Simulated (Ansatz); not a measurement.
# BN (R3m) in Ansatz: notebook, part 3 of 3

Ansatz 0.2.0.

## 5. Relaxation of cell and atoms, BLYP+D4

File input.yaml:

```yaml
crystal:
  lattice:
    - [1.2511217832, 0.7223354983, 3.3729344033]
    - [-1.2511217832, 0.7223354983, 3.3729344033]
    - [0.0, -1.4446709966, 3.3729344033]
  atoms:
    - { symbol: "N", position: [0.6672382, 0.6672382, 0.6672382] }
    - { symbol: B, position: [0.0003288, 0.0003288, 0.0003288] }
hamiltonian:
  xc: blyp
  pseudopotentials: { kind: paw }
  dispersion: d4
kpoints:
  mp_grid: { grid: [12, 12, 12] }
scf:
  occupations: { method: fermi_dirac, width: 0.05 }
output:
  forces: true
  stress: true
  eigenvalues: true
  write_density: true
  write_potential: true
  elf: true
  volumetric_format: npy
relax:
  f_tol: 0.01
  max_steps: 40
  cell: { stress_tol: 0.05 }
```

Potentials or basis: Ansatz PAW.

Command:

```sh
$ ansatz run input.yaml --threads 2 --pin off --max-ram 5632MiB --backend cpu --events-out ev --progress --plain --runs-dir out
```

Output:

```text
Warning: RAYON_NUM_THREADS=2 ignored (pool sized by the plan → 2); use --threads N
basis.fft_grid_basis auto: the FFT boxes are laid along the combinations [[1, -1, 0], [0, 1, 0], [0, -1, 1]] of the cell's own vectors, 2.502, 3.669 and 2.502 Å long. The dense box has 18×25×18 points. Along the cell's own vectors, as sized, it would have 25×25×25, 1.93 times as many. Of the 6 symmetry operations that the crystal satisfies within crystal.symmetry.tolerance (time reversal apart; of a slab, those that keep its plane) the dense box along the cell's own vectors carries 6, and the one as laid loses 4 of those. basis.fft_grid_basis: typed keeps the cell's own vectors: state it where this run's energies or levels are differenced outside the engine with another run's, or held beside a run that keeps those vectors. Those combinations have planes normal to reciprocal vector 3, as the cell's own vectors have. Each planar average written beside output.write_density, output.write_potential has a row for each plane of the box: 18. The volumetric files lie along those combinations, not along the cell's own vectors: a cube or XSF file states them, and fields.json those of NumPy files.
Engine: ansatz 0.2.0, aarch64-unknown-linux-gnu
Pseudopotentials: kind: paw
Pseudopotential: N, paw, valence charge 5, recommended cutoff 420 eV (normal), N.paw.azcp
Pseudopotential: B, paw, valence charge 3, recommended cutoff 420 eV (normal), B.paw.azcp
Functional definition: BLYP
  parameter beta = 0.0042
  parameter a = 0.04918
  parameter b = 0.132
  parameter c = 0.2533
  parameter d = 0.349
  exchange = b88_x(beta = beta)
  correlation = lyp_c(a = a, b = b, c = c, d = d)
Crystal: 2 atoms, lattice volume = 18.289 Å³
Basis set: ecut = 420 eV, 359 PW (Γ), FFT grids on a1−a2, a2, −a2+a3, exchange–correlation on 36×50×36 points (8 copies of the dense FFT grid, shifted against one another)
Bands: 8, of which v1, the nominal top of the filled ones, is band 4 counted from 1 (3 counted from 0)
Symmetry: 6 space group operations
Space group: R3m (ITA 160), of the structure as read, at distance tolerance 2.6e-5 Å
k-points: 189 of 1728 (time reversal used)
Non-local potential: N, projectors of the file, l = 0: 2, l = 1: 2, l = 2: 1
Non-local potential: B, projectors of the file, l = 0: 2, l = 1: 2, l = 2: 1
PAW form: soft (Blöchl's): semilocal exchange-correlation on the pseudo side does not see the compensation charge
PAW frozen core: N, regenerated for the run's functional, and the local potential with it (the file was generated under x = pbe(κ = 0.804, μ = 0.2195149727645171), c = pbe(β = 0.06672455060314922))
PAW frozen core: B, regenerated for the run's functional, and the local potential with it (the file was generated under x = pbe(κ = 0.804, μ = 0.2195149727645171), c = pbe(β = 0.06672455060314922))
PAW one-centre angular grid: N, 110 points (default); XC on 64 Gauss nodes
PAW one-centre angular grid: B, 110 points (default); XC on 64 Gauss nodes
Initial density: superposition of atomic densities (neutral atoms: chi_scale 0, normalization atom), corrected by the library's trained network
Initial wavefunctions: pseudopotential atomic-orbital guess
Functional: x = b88, c = lyp
SCF iter   1: F=—  HF=-545.015239 eV  |F-HF|=—  |Δ(HF+E_count)|=         —  Δρ=1.52e-2  dr2=2.90e-2  ethr=1.77e-3  ⟨swp⟩=4.2  Hψ=9918  notcnv=0
preconditioner: auto → none  [insulator: Δε(μ)=4.488 eV  Ē_g=18.698 eV  σ=0.050 eV  W_gap=1.00  n_scr=2 (ndim 8)  ℏωp=24.6 eV  f_vac=0.007  D(μ)=0.00/eV (n_scr^D=0)  ε∞_Penn≈2.7]
SCF iter   2: F=—  HF=-545.007446 eV  |F-HF|=—  |Δ(HF+E_count)|=   7.79e-3  Δρ=5.05e-3  dr2=3.52e-3  ethr=3.62e-4  ⟨swp⟩=2.9  Hψ=4408  notcnv=0
SCF iter   3: F=—  HF=-545.006498 eV  |F-HF|=—  |Δ(HF+E_count)|=   9.48e-4  Δρ=1.84e-3  dr2=2.46e-4  ethr=4.40e-5  ⟨swp⟩=2.8  Hψ=2484  notcnv=0
SCF iter   4: F=—  HF=-545.006478 eV  |F-HF|=—  |Δ(HF+E_count)|=   2.04e-5  Δρ=1.99e-4  dr2=2.52e-6  ethr=3.07e-6  ⟨swp⟩=2.1  Hψ=2247  notcnv=0
SCF iter   5: F=—  HF=-545.006491 eV  |F-HF|=—  |Δ(HF+E_count)|=   1.33e-5  Δρ=2.01e-5  dr2=2.67e-8  ethr=3.14e-8  ⟨swp⟩=2.5  Hψ=2257  notcnv=0
SCF iter   6: F=-545.006491 eV  HF=-545.006491 eV  |F-HF|=3.73e-9  |Δ(HF+E_count)|=   4.21e-8  Δρ=4.87e-6  dr2=1.95e-9  ethr=3.33e-10  ⟨swp⟩=5.5  Hψ=8572  notcnv=0
SCF 1 converged in 6 iterations: F = -545.006491 eV  dr2 = 1.95e-9
relax step   1: F+E_penalty+E_count = -545.00649095 eV  Δ(F+E_penalty+E_count) = +0.000e0 eV  max|allowed force component| = 2.396e-5 eV/Å  Δτ_max = 0.0000 Å  P = +0.737 GPa  Ω = 18.289 Å³  (6 SCF iters, dr2 threshold 1.00e-7 eV, accepted)
Crystal: 2 atoms, lattice volume = 17.625 Å³
Basis set: ecut = 420 eV, 347 PW (Γ), FFT grids on a1−a2, a2, −a2+a3, exchange–correlation on 36×50×36 points (8 copies of the dense FFT grid, shifted against one another)
Initial density: handed on by an earlier stage of this run
Initial wavefunctions: those handed on with the density
iter 1 solved again at ethr=6.83e-5 eV; its pass at ethr=3.10e-3 eV (dr2=5.46e-3 eV) is discarded
[... 77 lines left out ...]
SCF 9 converged in 4 iterations: F = -545.016633 eV  dr2 = 7.93e-9
relax step   9: F+E_penalty+E_count = -545.01663332 eV  Δ(F+E_penalty+E_count) = -1.521e-4 eV  max|allowed force component| = 2.739e-5 eV/Å  Δτ_max = 0.0001 Å  P = -0.005 GPa  Ω = 17.226 Å³  energy of the carried Pulay correction = +1.437e-4 eV  (4 SCF iters, dr2 threshold 2.35e-8 eV, accepted)
iter 1 solved again at ethr=6.14e-8 eV; its pass at ethr=3.10e-3 eV (dr2=4.91e-6 eV) is discarded
SCF iter   1: F=—  HF=-545.016496 eV  |F-HF|=—  |Δ(HF+E_count)|=         —  Δρ=1.82e-5  dr2=1.41e-8  ethr=6.14e-8  ⟨swp⟩=3.4  Hψ=14637  notcnv=0
preconditioner: auto → none  [insulator: Δε(μ)=4.198 eV  Ē_g=18.803 eV  σ=0.050 eV  W_gap=1.00  n_scr=2 (ndim 8)  ℏωp=25.3 eV  f_vac=0.000  D(μ)=0.00/eV (n_scr^D=0)  ε∞_Penn≈2.8]
SCF iter   2: F=—  HF=-545.016482 eV  |F-HF|=—  |Δ(HF+E_count)|=   1.48e-5  Δρ=8.47e-6  dr2=3.15e-9  ethr=1.76e-10  ⟨swp⟩=2.0  Hψ=2271  notcnv=0
SCF iter   3: F=—  HF=-545.016482 eV  |F-HF|=—  |Δ(HF+E_count)|=   6.19e-9  Δρ=2.47e-6  dr2=6.70e-10  ethr=3.94e-11  ⟨swp⟩=2.2  Hψ=2159  notcnv=0
SCF iter   4: F=-545.016482 eV  HF=-545.016482 eV  |F-HF|=2.77e-11  |Δ(HF+E_count)|=  4.97e-11  Δρ=4.72e-7  dr2=1.87e-11  ethr=1.00e-12  ⟨swp⟩=4.1  Hψ=6596  notcnv=0
SCF 10 converged in 4 iterations: F = -545.016482 eV  dr2 = 1.87e-11
relax step  10: F+E_penalty+E_count = -545.01648171 eV  Δ(F+E_penalty+E_count) = +1.516e-4 eV  max|allowed force component| = 2.486e-5 eV/Å  Δτ_max = 0.0000 Å  P = -0.009 GPa  Ω = 17.226 Å³  stress off target by 2.21e-2 GPa  SCF on the basis re-selected at this cell (its energy is not comparable with the rows above)  (4 SCF iters)
basis re-selected at this cell: Δ(F+E_penalty+E_count) = +1.516e-4 eV, ΔP = -0.005 GPa vs the last step (what re-selecting the basis moved, of the pressure what is left beyond the Pulay correction that the steps carried, after the strain that the cell walked since its last selection, with what the two solves' SCF thresholds leave and, on support functions, any second-order correction that the steps lacked; it is no measure of the basis error at this ecutwfc). This SCF's stress stands 2.21e-2 GPa from its target on what of the cell is left free (relax.cell.stress_tol is 5.00e-2 GPa) and its largest allowed force component is 2.49e-5 eV/Å (relax.f_tol is 1.00e-2 eV/Å): within both
SCF converged after 4 iterations
Free energy (F): -545.016482 eV
Harris-Foulkes:  -545.016482 eV  (|F-HF|=2.77e-11)
Internal energy: -545.016482 eV  (E = F + TS)
E sigma→0 (E₀):  -545.016482 eV
Fermi energy:    7.759517 eV
--- Per-component energies (eV) ---
  E_band       = -11.922625
  E_kinetic    = 184.311070
  E_local      = -326.001818  (includes V_loc(G=0)·N_el)
  E_nonlocal   = 59.175419
  E_hartree    = 103.258806
  E_xc         = -90.712719
  E_vxc        = -112.290784  (∫ρ·V_xc dr)
  E_paw        = -210.740008  (= ΣΔE_a)
  E_vpaw       = -23.634158  (= ΣTr[D̂ρ^β])
  E_aug_tail   = 0.000101  (compensation charges beyond the density's cutoff)
  E_ewald      = -263.671418
  E_disp       = -0.639024  (pairwise vdW)
  E_core_change = 0.003108  (= ΣΔE_core)
  E_smearing   = -0.000000  (= −TS)
  E_closure    = -0.000000  (closes the sum)
  Σ components = -545.016482   (vs F -545.016482, Δ=0.00e0)
--- Forces (eV/Å), atoms counted from 1 ---
  atom   1  N     -0.00000000    -0.00000000    -0.00001908
  atom   2  B      0.00000000     0.00000000     0.00003063
  max |Σ_I F_I| component: 1.16e-5 eV/Å
--- Stress (GPa, compression-positive) ---
       -0.003144       0.000000      -0.000000
        0.000000      -0.003144       0.000000
       -0.000000       0.000000      -0.022107
  P = ⅓ Tr σ = -0.0095 GPa (-0.095 kbar)
--- Band table (eV; the first three rows and the last of 189) ---
  k-point 0: bands = ["-12.1512", "1.8539", "4.2210", "4.2210", "11.2770", "17.3250", "17.3250", "18.6956"]
  k-point 1: bands = ["-12.0133", "1.9891", "3.6671", "3.9719", "11.5662", "17.2666", "17.9019", "18.2293"]
  k-point 2: bands = ["-11.6073", "2.2324", "2.4339", "3.3640", "12.3099", "16.8832", "17.2837", "19.4746"]
  k-point 188: bands = ["-11.7376", "-0.7500", "4.1881", "4.1881", "16.3909", "17.2105", "17.2105", "18.1490"]
--- Relaxed structure (7 steps of the walk, 7 accepted, 3 SCFs on fresh bases) ---
  F+E_penalty+E_count = -545.01648171 eV   max|allowed force component| = 2.486e-5 eV/Å   (the final SCF, on the basis selected at the relaxed cell)
  cell:  # Å, volume = 17.2256 Å³
    - [1.2533006039619952, 0.7235934410729782, 3.1657251764502283]
    - [-1.2533006039619952, 0.7235934410729782, 3.1657251764502283]
    - [5.166832977717267e-34, -1.4471868821459564, 3.1657251764502283]
  atoms:
    - { symbol: N, position: [0.6673778563939103, 0.6673778563939103, 0.6673778563939103] }
    - { symbol: B, position: [0.00018914360608967282, 0.00018914360608967282, 0.0001891436060896728] }
```

rho_z.tsv:

```text
# z_ang	rho[e/angstrom^3]
# format = ansatz-planar-average/11
# lattice	1.253300604	0.723593441	3.165725176
# lattice	-1.253300604	0.723593441	3.165725176
# lattice	0.000000000	-1.447186882	3.165725176
# sites	2
# site	7	0.000000000	0.000000000	6.338204647
# site	5	-0.000000000	0.000000000	0.001796330
0.000000	3.563122e-1
0.193379	2.933526e-1
0.386759	2.586723e-1
0.580138	2.454892e-1
0.773517	2.470277e-1
0.966897	2.618489e-1
[... 10 lines left out ...]
3.094070	5.566417e-1
3.287449	4.476478e-1
```

Run time: 27 s. Hardware: 2 threads of Arm Neoverse V1, shared host; peak memory 0.33 GiB.

What came out:

* Free energy: -545.0165 eV
* Relaxed volume: 8.61 Å³/atom
* Relaxed cell: a = 3.481 Å, b = 3.481 Å, c = 3.481 Å, α = 42.21°, β = 42.21°, γ = 42.21°
* Space group after relaxing (to 0.05 Å): R3m (No. 160)
* Energy gained by relaxing: 5.0 meV/atom
* Ionic steps: 10
* Pressure after relaxing: 0.0 GPa
* Band gap on the k mesh: 4.20 eV, indirect (least direct gap 4.76 eV)

The path:
| step | energy change (eV) | largest force (eV/Å) | volume (Å³) |
| --- | --- | --- | --- |
| 1 | 0.0000 | 0.0000 | 18.29 |
| 2 | -0.0111 | 0.0181 | 17.63 |
| 3 | -0.0131 | 0.0040 | 17.35 |
| 4 | -0.0128 | 0.0009 | 17.41 |
| 5 | -0.0128 | 0.0004 | 17.41 |
| 6 | -0.0097 | 0.0000 | 17.41 |
| 7 | -0.0108 | 0.0004 | 17.25 |
| 8 | -0.0100 | 0.0004 | 17.25 |
| 9 | -0.0101 | 0.0000 | 17.23 |
| 10 | -0.0100 | 0.0000 | 17.23 |

Final structure:
```
CELL_PARAMETERS angstrom
1.25330 0.72359 3.16573
-1.25330 0.72359 3.16573
0.00000 -1.44719 3.16573
ATOMIC_POSITIONS crystal
N 0.66738 0.66738 0.66738
B 0.00019 0.00019 0.00019
```

Caveat: the plane-wave basis is chosen anew once the cell has moved, so the energies of steps on either side of that aren't comparable; the pressure holds a Pulay correction of +0.8 GPa for the finite cutoff; the PAW data sets come from PBE, with cores solved anew for the run's functional, which leaves a small shift of forces and pressure. A k mesh can miss the band edges.

## 6. The runs side by side

| level | gap on the mesh (eV) | pressure (GPa) | relaxed volume (Å³/atom) |
| --- | --- | --- | --- |
| revPBE+D3(BJ) | 4.15 | 0.0 | 8.51 |
| revPBE+D4 | 4.04 | 0.0 | 8.25 |
| BLYP+D3(BJ) | 4.24 | 0.0 | 8.71 |
| BLYP+D4 | 4.20 | 0.0 | 8.61 |

Alike in all rows: task relaxation of cell and atoms; potentials or basis Ansatz PAW; no spin polarisation; cell relaxed; k mesh 12 × 12 × 12; cutoff (eV) 420; smearing fermi-dirac 0.05 eV.

Caveats: the plane-wave basis is chosen anew once the cell has moved, so the energies of steps on either side of that aren't comparable; the PAW data sets come from PBE, with cores solved anew for the run's functional, which leaves a small shift of forces and pressure.

Total energies depend on the potentials used, so only differences within one code and one set of settings carry meaning.
